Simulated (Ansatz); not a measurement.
# In6Se6 sheet: levels of theory

Aim: for In6Se6 sheet, compare levels of theory; the runs are relaxing the atoms and single point.

Computed with Ansatz 0.2.0 (DFT LDA, scalar-relativistic, plane waves, PAW, and further levels as typed in the inputs, unless a step's input says otherwise).

### 1 The system as given

The structure is trigonal, space group P3m1 (No. 156). Conventional cell: a = 4.000 Å, b = 4.000 Å, c = 40.020 Å, α = 90.00°, β = 90.00°, γ = 120.00°. Se (site symmetry 3m) has 3 In at 2.65 Å as nearest neighbours. Around In (site symmetry 3m) lie 3 Se at 2.65 Å and 1 In at 2.79 Å. Only part of the 12 independent sites is listed.

As a file:

```
CELL_PARAMETERS angstrom
4.00000 0.00000 0.00000
-2.00000 3.46410 0.00000
0.00000 0.00000 40.02000
ATOMIC_POSITIONS crystal
Se 0.33333 0.66667 0.22489
In 0.00000 0.00000 0.25725
In 0.00000 0.00000 0.32696
Se 0.33333 0.66667 0.35932
Se 0.00000 0.00000 0.43278
In 0.66667 0.33333 0.46514
In 0.66667 0.33333 0.53486
Se 0.00000 0.00000 0.56722
Se 0.66667 0.33333 0.64068
In 0.33333 0.66667 0.67304
In 0.33333 0.66667 0.74275
Se 0.66667 0.33333 0.77511
```

### 2 Relaxing the atoms: In6Se6 sheet, no spin

File input.yaml:

```yaml
crystal:
  lattice:
    - [4.0, 0.0, 0.0]
    - [-2.0, 3.4641016151, 0.0]
    - [0.0, 0.0, 40.02]
  atoms:
    - { symbol: Se, position: [0.3333333333, 0.6666666667, 0.2248875562] }
    - { symbol: In, position: [0.0, 0.0, 0.2572463768] }
    - { symbol: In, position: [0.0, 0.0, 0.3269615192] }
    - { symbol: Se, position: [0.3333333333, 0.6666666667, 0.3593203398] }
    - { symbol: Se, position: [0.0, 0.0, 0.4327836082] }
    - { symbol: In, position: [0.6666666667, 0.3333333333, 0.4651424288] }
    - { symbol: In, position: [0.6666666667, 0.3333333333, 0.5348575712] }
    - { symbol: Se, position: [0.0, 0.0, 0.5672163918] }
    - { symbol: Se, position: [0.6666666667, 0.3333333333, 0.6406796602] }
    - { symbol: In, position: [0.3333333333, 0.6666666667, 0.6730384808] }
    - { symbol: In, position: [0.3333333333, 0.6666666667, 0.7427536232] }
    - { symbol: Se, position: [0.6666666667, 0.3333333333, 0.7751124438] }
  periodic: [true, true, false]
scf:
  occupations: { method: gaussian, width: 0.02 }
  n_extra_bands: 6
output:
  forces: true
  stress: false
  write_density: true
  write_potential: true
  elf: true
  volumetric_format: npy
kpoints:
  mp_grid: { grid: [10, 10, 1] }
hamiltonian:
  xc: lda
relax:
  f_tol: 0.004
  max_steps: 100
```

Launch:

```sh
$ ansatz run input.yaml --threads 8 --pin off --max-ram 24576MiB --backend cpu --events-out ev --progress --plain --runs-dir out
```

The program printed:

```text
Warning: crystal.periodic: the lattice vector that does not repeat stood 0.000° off the slab's normal, 40.020 Å along it as the deck builds it. The run solves the slab on a vector along the normal, 67.840 Å long, with every atom where it was (on the deck's vector they left 18.00 Å outside them, and the widest stretch free of ions among them is 2.94 Å). A fractional position that the run reports is one of the run's cell, which starts as this one, and not of the deck's: it goes into a deck with that cell's vectors. The slab on that cell runs as it stands in a deck that lists each atom with its symbol and moment, types crystal.periodic and leaves out crystal.checkpoint, crystal.saddle_side, crystal.structure_sha256, crystal.space_group, crystal.setting, crystal.reduce_to_primitive, crystal.supercell, crystal.defects and each atom's wyckoff. Where those keys changed the vectors of the plane, lay the indices of each lattice_plane and lattice_line anew on these rows. Along the normal they count this vector already. An outside_sphere can name other atoms there (type this run's as sites). In the order of the run's atom list the slab is: crystal.lattice: [[4.0, 0.0, 0.0], [-2.0, 3.4641016151, 0.0], [0.0, -0.0, 67.840000003504]]; position: [0.33333333330000003, 0.6666666667000001, 0.13266509431985765]; position: [0.0, 0.0, 0.15175412734381272]; position: [0.0, 0.0, 0.19288030656999042]; position: [0.33333333330000003, 0.6666666667000001, 0.21196933959394548]; position: [0.0, 0.0, 0.25530660376281555]; position: [0.6666666667000001, 0.33333333330000003, 0.2743956367867707]; position: [0.6666666667000001, 0.33333333330000003, 0.3155218160129483]; position: [0.0, 0.0, 0.3346108490369034]; position: [0.6666666667000001, 0.33333333330000003, 0.3779481132057735]; position: [0.33333333330000003, 0.6666666667000001, 0.3970371462297285]; position: [0.33333333330000003, 0.6666666667000001, 0.43816332545590625]; position: [0.6666666667000001, 0.33333333330000003, 0.45725235847986134];
Warning: RAYON_NUM_THREADS=8 ignored (pool sized by the plan → 8); use --threads N
crystal.periodic: the lattice vector that does not repeat stood 0.000° off the slab's normal, 40.020 Å along it as the deck builds it. The run solves the slab on a vector along the normal, 67.840 Å long, with every atom where it was (on the deck's vector they left 18.00 Å outside them, and the widest stretch free of ions among them is 2.94 Å). A fractional position that the run reports is one of the run's cell, which starts as this one, and not of the deck's: it goes into a deck with that cell's vectors. The slab on that cell runs as it stands in a deck that lists each atom with its symbol and moment, types crystal.periodic and leaves out crystal.checkpoint, crystal.saddle_side, crystal.structure_sha256, crystal.space_group, crystal.setting, crystal.reduce_to_primitive, crystal.supercell, crystal.defects and each atom's wyckoff. Where those keys changed the vectors of the plane, lay the indices of each lattice_plane and lattice_line anew on these rows. Along the normal they count this vector already. An outside_sphere can name other atoms there (type this run's as sites). In the order of the run's atom list the slab is: crystal.lattice: [[4.0, 0.0, 0.0], [-2.0, 3.4641016151, 0.0], [0.0, -0.0, 67.840000003504]]; position: [0.33333333330000003, 0.6666666667000001, 0.13266509431985765]; position: [0.0, 0.0, 0.15175412734381272]; position: [0.0, 0.0, 0.19288030656999042]; position: [0.33333333330000003, 0.6666666667000001, 0.21196933959394548]; position: [0.0, 0.0, 0.25530660376281555]; position: [0.6666666667000001, 0.33333333330000003, 0.2743956367867707]; position: [0.6666666667000001, 0.33333333330000003, 0.3155218160129483]; position: [0.0, 0.0, 0.3346108490369034]; position: [0.6666666667000001, 0.33333333330000003, 0.3779481132057735]; position: [0.33333333330000003, 0.6666666667000001, 0.3970371462297285]; position: [0.33333333330000003, 0.6666666667000001, 0.43816332545590625]; position: [0.6666666667000001, 0.33333333330000003, 0.45725235847986134];
scf.n_extra_bands = 6 over 87 filled bands (N_el = 174.0): the run solves 93 bands
Engine: ansatz 0.2.0, x86_64-unknown-linux-gnu
Pseudopotentials: kind: paw
Pseudopotential: Se, paw, valence charge 16, recommended cutoff 420 eV (normal), Se.paw.azcp
Pseudopotential: In, paw, valence charge 13, recommended cutoff 420 eV (normal), In.paw.azcp
Functional definition: SPW92
  exchange = slater_x
  correlation = pw_c
Crystal: 12 atoms, lattice volume = 940.019 Å³
Basis set: ecut = 420 eV, 18491 PW (Γ)
Bands: 93, of which v1, the nominal top of the filled ones, is band 87 counted from 1 (86 counted from 0)
Symmetry: 6 space group operations
Space group: P3m1 (ITA 156), of the structure as read, at distance tolerance 9.8e-5 Å
k-points: 14 of 100 (time reversal used)
Non-local potential: Se, projectors of the file, l = 0: 2, l = 1: 2, l = 2: 3, l = 3: 1
Non-local potential: In, projectors of the file, l = 0: 2, l = 1: 2, l = 2: 2, l = 3: 2
PAW form: soft (Blöchl's): semilocal exchange-correlation on the pseudo side does not see the compensation charge
PAW frozen core: Se, regenerated for the run's functional, and the local potential with it (the file was generated under x = pbe(κ = 0.804, μ = 0.2195149727645171), c = pbe(β = 0.06672455060314922))
PAW frozen core: In, regenerated for the run's functional, and the local potential with it (the file was generated under x = pbe(κ = 0.804, μ = 0.2195149727645171), c = pbe(β = 0.06672455060314922))
PAW one-centre angular grid: Se, 590 points (default); XC on 64 Gauss nodes
PAW one-centre angular grid: In, 590 points (default); XC on 64 Gauss nodes
Initial density: superposition of atomic densities (neutral atoms: chi_scale 0, normalization atom), corrected by the library's trained network
Initial wavefunctions: pseudopotential atomic-orbital guess
Functional: x = slater, c = lda
SCF iter   1: F=—  HF=-65048.094137 eV  |F-HF|=—  |Δ(HF+E_count)|=         —  Δρ=4.19e-3  dr2=2.78e-1  ethr=1.77e-3  ⟨swp⟩=9.4  Hψ=6571  notcnv=0
preconditioner: auto → Resta (q_TF=auto, 2.060 Å⁻¹)  ε∞=2.1  [insulator: Δε(μ)=0.707 eV  Ē_g=12.061 eV  σ=0.020 eV  W_gap=1.00  n_scr=170 (ndim 8)  ℏωp=12.9 eV  f_vac=0.629  D(μ)=0.00/eV (n_scr^D=0)  ε∞_Penn≈2.1  vacuum switching on, ρ_ref=1.1e-2 e/Å³]
SCF iter   2: F=—  HF=-65048.061254 eV  |F-HF|=—  |Δ(HF+E_count)|=   3.29e-2  Δρ=2.10e-3  dr2=2.71e-1  ethr=1.60e-4  ⟨swp⟩=3.9  Hψ=2721  notcnv=0  defer=22
SCF iter   3: F=—  HF=-65048.041684 eV  |F-HF|=—  |Δ(HF+E_count)|=   1.96e-2  Δρ=1.38e-3  dr2=8.33e-2  ethr=1.56e-4  ⟨swp⟩=5.5  Hψ=2450  notcnv=0  defer=21
SCF iter   4: F=—  HF=-65048.034324 eV  |F-HF|=—  |Δ(HF+E_count)|=   7.36e-3  Δρ=7.10e-4  dr2=7.56e-3  ethr=4.79e-5  ⟨swp⟩=4.9  Hψ=2035  notcnv=0  defer=24
SCF iter   5: F=—  HF=-65048.033564 eV  |F-HF|=—  |Δ(HF+E_count)|=   7.60e-4  Δρ=2.64e-4  dr2=1.86e-3  ethr=4.34e-6  ⟨swp⟩=4.2  Hψ=2298  notcnv=0  defer=25
SCF iter   6: F=—  HF=-65048.033541 eV  |F-HF|=—  |Δ(HF+E_count)|=   2.30e-5  Δρ=1.44e-4  dr2=1.29e-3  ethr=1.07e-6  ⟨swp⟩=4.5  Hψ=2000  notcnv=0  defer=24
SCF iter   7: F=—  HF=-65048.033465 eV  |F-HF|=—  |Δ(HF+E_count)|=   7.57e-5  Δρ=7.43e-5  dr2=3.07e-4  ethr=7.43e-7  ⟨swp⟩=1.9  Hψ=1477  notcnv=0  defer=24
SCF iter   8: F=—  HF=-65048.033538 eV  |F-HF|=—  |Δ(HF+E_count)|=   7.28e-5  Δρ=2.16e-5  dr2=2.09e-5  ethr=1.77e-7  ⟨swp⟩=2.4  Hψ=1489  notcnv=0  defer=25
SCF iter   9: F=—  HF=-65048.033540 eV  |F-HF|=—  |Δ(HF+E_count)|=   1.88e-6  Δρ=1.74e-5  dr2=4.99e-6  ethr=1.20e-8  ⟨swp⟩=3.0  Hψ=2216  notcnv=0  defer=24
SCF iter  10: F=—  HF=-65048.033539 eV  |F-HF|=—  |Δ(HF+E_count)|=   1.13e-6  Δρ=5.65e-6  dr2=5.26e-7  ethr=2.87e-9  ⟨swp⟩=2.9  Hψ=2487  notcnv=0  defer=24
SCF iter  11: F=-65048.033539 eV  HF=-65048.033539 eV  |F-HF|=1.31e-7  |Δ(HF+E_count)|=   2.58e-8  Δρ=2.71e-6  dr2=1.77e-7  ethr=2.30e-10  ⟨swp⟩=12.9  Hψ=11807  notcnv=0
SCF 1 converged in 11 iterations: F = -65048.033539 eV  dr2 = 1.77e-7
  Residual-converged pass: ⟨swp⟩=1.0  Hψ=1358  notcnv=0  max |occ|·‖R‖ = 7.0e-9 eV (tolerance 1.0e-8 eV)  dr2=1.77e-7  dr2_onsite=8.98e-9  max |Δocc| = 1.3e-144
relax step   1: F+E_penalty+E_count = -65048.03353864 eV  Δ(F+E_penalty+E_count) = +0.000e0 eV  max|allowed force component| = 3.238e-1 eV/Å  Δτ_max = 0.0000 Å  (11 SCF iters, dr2 threshold 4.00e-7 eV, accepted)
[... from here on, the SCF cycles and remarks between the steps are left out ...]
relax step   2: F+E_penalty+E_count = -65047.98647427 eV  Δ(F+E_penalty+E_count) = +4.706e-2 eV  max|allowed force component| = 3.510e-1 eV/Å  Δτ_max = 0.1909 Å  (9 SCF iters, dr2 threshold 6.55e-6 eV, rejected (line search))
relax step   3: F+E_penalty+E_count = -65048.08411764 eV  Δ(F+E_penalty+E_count) = -5.058e-2 eV  max|allowed force component| = 4.231e-2 eV/Å  Δτ_max = 0.0912 Å  (11 SCF iters, accepted)
relax step   4: F+E_penalty+E_count = -65048.09391265 eV  Δ(F+E_penalty+E_count) = -9.795e-3 eV  max|allowed force component| = 1.423e-2 eV/Å  Δτ_max = 0.0961 Å  (9 SCF iters, dr2 threshold 1.12e-7 eV, accepted)
relax step   5: F+E_penalty+E_count = -65048.09882764 eV  Δ(F+E_penalty+E_count) = -4.915e-3 eV  max|allowed force component| = 1.203e-2 eV/Å  Δτ_max = 0.1463 Å  (11 SCF iters, accepted)
relax step   6: F+E_penalty+E_count = -65048.09831968 eV  Δ(F+E_penalty+E_count) = +5.080e-4 eV  max|allowed force component| = 5.581e-2 eV/Å  Δτ_max = 0.0210 Å  (9 SCF iters, rejected (line search))
relax step   7: F+E_penalty+E_count = -65048.09904052 eV  Δ(F+E_penalty+E_count) = -2.129e-4 eV  max|allowed force component| = 2.348e-3 eV/Å  Δτ_max = 0.0101 Å  (9 SCF iters, accepted)
relax step   8: F+E_penalty+E_count = -65048.09914206 eV  Δ(F+E_penalty+E_count) = -1.015e-4 eV  max|allowed force component| = 1.296e-3 eV/Å  Δτ_max = 0.0175 Å  (9 SCF iters, accepted)
NSCF: frozen V_eff on 14 k-points
the band table was solved once a step of the walk had ended and its energy, with any forces and stress, was formed, with the checks that follow a solve (6678 applications of the Hamiltonian). They found nothing against the state; the energy, forces and stress were not computed again (output.eigenvalues in the input reference)
WARN: The output density's exchange-correlation potential varies sharply where the density is thin. Do not read a vacuum level from v_tot or v_xc, or from such a field of the output density. On a cell that repeats whose density bears no net charge and no dipole along the vacuum's axis use v_es (v_loc + v_h of the components); under efield.dipole_correction with no amplitude use v_es + v_field, which holds any external_charges[].barrier, or the levels of the report's work_function block, which leave it out; under a non-zero efield.amplitude the vacuum is tilted and has no level; on a cell that repeats and bears such a dipole with no correction it is tilted too, and efield.dipole_correction with no amplitude gives each side of its ramp a level where efield: is served; in a cell that repeats whose density bears a net charge (total_charge, or a fill off its count) it is curved and has none; of a slab under crystal.periodic whose density bears no net charge use v_es, which has a level on each side, short of where the two are joined; of another it falls or rises all the way out and has none; of a slab beside external_charges read slab_vacuum_level instead, which it has where they leave it neutral. The grid or the basis barely resolves most such structure, and the values can differ between equally converged runs; as a rule a tighter scf.convergence.dr2_threshold does not remove it. Where the density itself ripples (under the LDA too) a higher basis.ecutwfc lessens it. The files hold the spikes' plane waves up to the density's cutoff. Files: v_tot_of_output_density and the like, and their columns of v_z.tsv (output.write_potential); v_xc_of_output_density and the like, and their columns of v_comp_z.tsv (output.write_potential_components). Measured: with its Gaussian average of σ = 0.25 Å subtracted twice, the exchange-correlation potential is over 0.1 eV at 121 of the grid points where the equally averaged density (valence and model cores) is under 1e-3 e/Å³, and 0.209 eV at the most among them, at an averaged density of 1.6e-5 e/Å³. The input density's (outcome.potential() and, of a run that writes arrays, v_tot and v_xc) is over 0.1 eV, so measured, at 121 points of its own thin density, 0.210 eV at the most. See output.write_potential in the manual, Limitations
SCF converged after 9 iterations
Free energy (F): -65048.099142 eV
Harris-Foulkes:  -65048.099142 eV  (|F-HF|=2.12e-9)
Internal energy: -65048.099142 eV  (E = F + TS)
E sigma→0 (E₀):  -65048.099142 eV
Fermi energy:    -5.264538 eV
--- Per-component energies (eV) ---
  E_band       = -4961.057251
  E_kinetic    = 2178.833795
  E_local      = -1789225.298514  (includes V_loc(G=0)·N_el)
  E_nonlocal   = -1313.575985
  E_hartree    = 892568.209267
  E_xc         = -1902.044332
  E_vxc        = -1196.652472  (∫ρ·V_xc dr)
  E_paw        = -35055.381262  (= ΣΔE_a)
  E_vpaw       = -540.769610  (= ΣTr[D̂ρ^β])
  E_aug_tail   = -0.003490  (compensation charges beyond the density's cutoff)
  E_ewald      = 867686.149988
  E_core_change = 15.011392  (= ΣΔE_core)
  E_smearing   = -0.000000  (= −TS)
  E_closure    = 0.000000  (closes the sum)
  Σ components = -65048.099142   (vs F -65048.099142, Δ=0.00e0)
--- Forces (eV/Å), atoms counted from 1 ---
  atom   1  Se     0.00000000     0.00000000     0.00006880
  atom   2  In     0.00000000    -0.00000000     0.00084534
  atom   3  In     0.00000000    -0.00000000    -0.00056520
  atom   4  Se     0.00000000     0.00000000     0.00052522
  atom   5  Se     0.00000000     0.00000000     0.00003678
  atom   6  In     0.00000000    -0.00000000     0.00079096
  atom   7  In     0.00000000    -0.00000000    -0.00130497
  atom   8  Se     0.00000000     0.00000000    -0.00087980
  atom   9  Se     0.00000000     0.00000000     0.00083506
  atom  10  In     0.00000000    -0.00000000     0.00084291
  atom  11  In     0.00000000    -0.00000000    -0.00100146
  atom  12  Se     0.00000000     0.00000000    -0.00029647
  max |Σ_I F_I| component: 1.03e-4 eV/Å
--- Band table (eV; the first three rows and the last of 14) ---
  k-point 0: bands = ["-53.1111", "-53.1111", "-53.1086", "-53.1086", "-53.1034", "-53.1034", "-53.0991", "-53.0991", "-53.0796", "-53.0796", "-53.0792", "-53.0792", "-53.0742", "-53.0742", "-53.0684", "-53.0684", "-53.0683", "-53.0680", "-53.0677", "-53.0677", "-53.0633", "-53.0608", "-53.0608", "-53.0571", "-53.0301", "-53.0301", "-53.0238", "-53.0238", "-53.0162", "-53.0101", "-20.2291", "-20.2229", "-20.2136", "-20.0051", "-20.0051", "-19.9990", "-19.9990", "-19.9892", "-19.9892", "-19.9023", "-19.9023", "-19.8961", "-19.8961", "-19.8954", "-19.8954", "-19.8893", "-19.8893", "-19.8861", "-19.8861", "-19.8794", "-19.8794", "-19.7270", "-19.7091", "-19.7001", "-19.6977", "-19.6977", "-19.6906", "-19.6906", "-19.6806", "-19.6806", "-19.1348", "-19.0492", "-18.8518", "-18.8126", "-18.6756", "-18.6040", "-11.8774", "-11.7078", "-11.5496", "-9.6828", "-9.2827", "-8.9051", "-6.8748", "-6.8748", "-6.8358", "-6.8358", "-6.8239", "-6.6756", "-6.6756", "-6.6635", "-6.6635", "-6.5892", "-6.5892", "-6.5531", "-6.5531", "-6.2876", "-5.6525", "-4.9677", "-4.3796", "-3.8985", "-3.4688", "-3.4140", "-3.4009"]
[... 3 lines left out ...]
--- Relaxed structure (8 steps of the walk, 6 accepted, 0 SCFs on fresh bases) ---
  F+E_penalty+E_count = -65048.09914206 eV   max|allowed force component| = 1.296e-3 eV/Å
  cell:  # Å, volume = 940.0186 Å³
    - [3.9999999999782023, 0.0, 0.0]
    - [-1.9999999999891012, 3.4641016151188775, 0.0]
    - [0.0, 0.0, 67.840000003504]
  atoms:
    - { symbol: Se, position: [0.33333333333333337, 0.6666666666666667, 0.13718990096078945] }
    - { symbol: In, position: [9.703645855479123e-18, 2.7724702444226066e-18, 0.1555795788631123] }
    - { symbol: In, position: [7.929721252484184e-18, 2.2656346435669083e-18, 0.19600642686175782] }
    - { symbol: Se, position: [0.33333333333333337, 0.6666666666666667, 0.2144731894479086] }
    - { symbol: Se, position: [2.532968411693059e-18, 7.23705260483731e-19, 0.2563051715179833] }
    - { symbol: In, position: [0.6666666666666667, 0.33333333333333337, 0.27474516022868634] }
    - { symbol: In, position: [0.6666666666666667, 0.33333333333333337, 0.3151897601750722] }
    - { symbol: Se, position: [-2.440985266628568e-18, -6.974243618938787e-19, 0.33364854363789304] }
    - { symbol: Se, position: [0.6666666666666667, 0.33333333333333337, 0.3754440356638288] }
    - { symbol: In, position: [0.33333333333333337, 0.6666666666666667, 0.39389521567500785] }
    - { symbol: In, position: [0.33333333333333337, 0.6666666666666667, 0.43431771805083885] }
    - { symbol: Se, position: [0.6666666666666667, 0.33333333333333337, 0.45271001571543534] }
```

Run time: 2.4 min. Hardware: 8 threads of Intel Xeon Platinum 8259CL at 2.50GHz (Skylake/Cascade Lake), shared host; peak memory 3.9 GiB.

Step by step:

| step | energy from step 1 (eV/cell) | largest force component (eV/Å) |
| --- | --- | --- |
| 1 | 0.0000 | 0.3238 |
| 2 | 0.0471 | 0.3510 |
| 3 | -0.0506 | 0.0423 |
| 4 | -0.0604 | 0.0142 |
| 5 | -0.0653 | 0.0120 |
| 6 | -0.0648 | 0.0558 |
| 7 | -0.0655 | 0.0023 |
| 8 | -0.0656 | 0.0013 |

Step 1 is the start. Steps 2, 6 were tried and not accepted.

Density in a lattice plane of the grid's cell (edges 4.00 and 67.84 Å, at 0.000 of the third edge), which holds In and Se.

Values in e/Å³, 12 rows by 6 columns:
```
 0.00  0.00  0.00  0.00  0.00  0.00
 0.00  0.00  0.00  0.00  0.00  0.00
 0.00  0.00  0.00  0.00  0.00  0.00
 0.00  0.00  0.00  0.00  0.00  0.00
 0.00  0.00  0.00  0.00  0.00  0.00
 0.00  0.00  0.00  0.00  0.00  0.00
 0.02  0.03  0.06  0.09  0.06  0.03
41.50  2.29  0.23  0.07  0.23  2.29
 9.57  1.14  0.16  0.04  0.16  1.14
 1.79  0.55  0.09  0.04  0.09  0.55
 0.00  0.00  0.00  0.00  0.00  0.00
 0.00  0.00  0.00  0.00  0.00  0.00
```
Columns run along the first of these edges and rows up along the second, over one cell in 6 and 12 even steps from the bottom left corner. Atoms in the plane (fractional): In at (0.00, 0.16), In at (0.00, 0.20), Se at (0.00, 0.26), Se at (1.00, 0.33).

ELF in the same plane.

Ten even steps from ' ' (0.00) to '@' (0.85):
```
            
            
            
            
            
            
            
            
            
            
  ..**%%**..
  ..::::::..
@@%%..  ..%%
    --==--  
**@@**  **@@
  ::--++--::
  ::--**--::
            
            
            
```
Columns run along the first of these edges and rows up along the second, over one cell in 6 and 20 even steps from the bottom left corner. Atoms in the plane (fractional): In at (0.00, 0.16), In at (0.00, 0.20), Se at (0.00, 0.26), Se at (1.00, 0.33).

Both are smooth fields of the valence electrons: close to the nuclei they are not physical.

Maxima of ELF outside the ion cores: 0.88 beside Se, off the lines to its neighbours, 0.9 Å from Se; 0.81 on the Se–In line, 0.9 Å from Se; 0.80 in the shell around Se, 0.8 Å from Se.

[end of part 1 of 2]
